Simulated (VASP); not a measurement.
# MgH₂, relaxation of the atoms: which settings are enough?

MgH₂, P1 (no. 1), 12 atoms in the cell. PBE, relaxation of the atoms; PAW potentials Mg, H (PBE set). VASP 6.6.1.

Wanted: energy within 1 meV/atom; two shortest distances of each atom within 0.01 Å.

POSCAR:
```
MgH2
1.0
    4.4790718700      0.0000000000      0.0000000000
    0.0000000000      5.3926223400      0.0000000000
    0.0000000000      0.0000000000      4.8955037800
Mg H
4 8
Direct
    0.0071090000      0.3408950000      0.7520150000
    0.4816070000      0.1789160000      0.2536560000
   -0.0065420000      0.6747510000      0.2524980000
    0.5063130000      0.8307050000      0.7550760000
    0.2626800000      0.1056500000      0.5707040000
    0.7833340000      0.3903910000      0.4130120000
    0.2173620000      0.3865770000      0.0776420000
    0.7251930000      0.1243690000      0.9313990000
    0.2321350000      0.8656120000      0.0750530000
    0.7675410000      0.6104880000      0.9202270000
    0.2622150000      0.5934570000      0.5721830000
    0.7610540000      0.8981890000      0.4265350000
```

The series start from Force threshold EDIFFG (eV/Å): -0.02; Electronic threshold EDIFF (eV): 1e-6; Relaxation method: conjugate gradient, POTIM 0.5; Mixing and least electronic steps: default. Each series keeps the choices made before it, and each single choice may use up half of a tolerance.

## Force threshold EDIFFG (eV/Å)

| Force threshold EDIFFG (eV/Å) | Energy less reference (meV/atom) | Two shortest distances of each atom, largest deviation (Å) | Time (s) |
|---|---|---|---|
| -0.1 | 0.4 | 0.010 | 15 |
| -0.05 | 0.1 | 0.009 | 18 |
| -0.03 | 0.1 | 0.004 | 22 |
| -0.02 | 0.0 | 0.002 | 23 |
| -0.01 | 0.0 | 0.001 | 28 |
| -0.005 | 0.0 | 0.001 | 31 |
| -0.002 (reference) | 0.0 | 0.000 | 34 |

Chosen: -0.03, the loosest value from which every tighter one stays within half of the tolerance.

## Electronic threshold EDIFF (eV)

| Electronic threshold EDIFF (eV) | Energy less reference (meV/atom) | Two shortest distances of each atom, largest deviation (Å) | SCF iterations | Time (s) |
|---|---|---|---|---|
| 0.001 | 0.0 | 0.002 | 42 | 14 |
| 0.0001 | 0.0 | 0.002 | 49 | 15 |
| 1e-5 | 0.0 | 0.000 | 64 | 19 |
| 1e-6 | 0.0 | 0.000 | 77 | 22 |
| 1e-7 (reference) | 0.0 | 0.000 | 91 | 24 |

Chosen: 0.001.

## Relaxation method

| Relaxation method | Energy less reference (meV/atom) | Two shortest distances of each atom, largest deviation (Å) | SCF iterations | Time (s) |
|---|---|---|---|---|
| conjugate gradient, POTIM 0.5 | 0.0 | 0.000 | 42 | 14 |
| conjugate gradient, POTIM 0.2 | 0.0 | 0.003 | 40 | 14 |
| conjugate gradient, POTIM 1.0 | 0.0 | 0.001 | 38 | 13 |
| quasi-Newton, POTIM 0.5 | 0.0 | 0.004 | 36 | 12 |
| quasi-Newton, POTIM 0.3, 10 steps kept | 0.0 | 0.005 | 37 | 12 |
| quasi-Newton, POTIM 0.5, at least 5 electronic steps | 0.0 | 0.005 | 64 | 17 |
| damped dynamics, POTIM 0.2, SMASS 0.4 | 0.0 | 0.004 | 49 | 17 |
| damped dynamics, POTIM 0.4, SMASS 0.8 | 0.0 | 0.004 | 44 | 15 |
| velocity quench, POTIM 0.1 | 0.0 | 0.004 | 39 | 13 |

Chosen: quasi-Newton, POTIM 0.5; it saves 2.1 s of 14, so conjugate gradient, POTIM 0.5 would do nearly as well.

## Mixing and least electronic steps

| Mixing and least electronic steps | Energy less reference (meV/atom) | Two shortest distances of each atom, largest deviation (Å) | SCF iterations | Time (s) |
|---|---|---|---|---|
| default | 0.0 | 0.000 | 36 | 12 |
| MAXMIX 40 | 0.0 | 0.001 | 35 | 12 |
| NELMIN 4 | 0.0 | 0.001 | 53 | 15 |
| NELMIN 4, MAXMIX 40 | 0.0 | 0.001 | 53 | 15 |
| ALGO Fast | 0.0 | 0.000 | 37 | 12 |

Chosen: default; no other choice that stays within half of the tolerance saves 30 % of the time.

## All choices together

| Input | Energy less reference (meV/atom) | Two shortest distances of each atom, largest deviation (Å) | Time (s) |
|---|---|---|---|
| program defaults (naive) | 0.1 | 0.006 | 15 |
| chosen settings | 0.1 | 0.005 | 12 |
| reference settings throughout | 0.0 | 0.000 | 37 |

The tolerance is met.

## The input

INCAR:
```
SYSTEM = MgH2
PREC = Normal
ENCUT = 300
EDIFF = 0.001
ISMEAR = 0
SIGMA = 0.05
LREAL = .FALSE.
LASPH = .TRUE.
NELM = 100
ALGO = Normal
LWAVE = .FALSE.
LCHARG = .FALSE.
IBRION = 1
NSW = 150
ISIF = 2
EDIFFG = -0.03
POTIM = 0.5
KPAR = 4
```

KPOINTS:
```
k-points
0
Gamma
  4 3 4
```

Commands:
```
cat potpaw_PBE.64/Mg/POTCAR potpaw_PBE.64/H/POTCAR > POTCAR
mpirun -np 4 vasp_std > vasp.out
```

The naive input happens to agree within the tolerance here, in 15 s.

Limits: the start was distorted on purpose (atoms moved at random), so the space group given is the start's and not the crystal's.

The chosen input took VASP 6.6.1 12 s on 4 cores (Intel Xeon 6975P-C (Granite Rapids)), a shared host.

## An input that fails: ionic step far too long

VASP's message: internal error in: us.F  at line: 1398 internal ERROR SETYLM_AUG: -8 11 392 32 -9 10 10 If you are not a developer, you should not encounter this problem. Please submit a bug report.

Changes against the starting input:
```
- NELM = 100
- IBRION = 2
- NSW = 150
- POTIM = 0.5
+ NELM = 60
+ IBRION = 3
+ NSW = 30
+ POTIM = 5.0
+ SMASS = 0.4
```
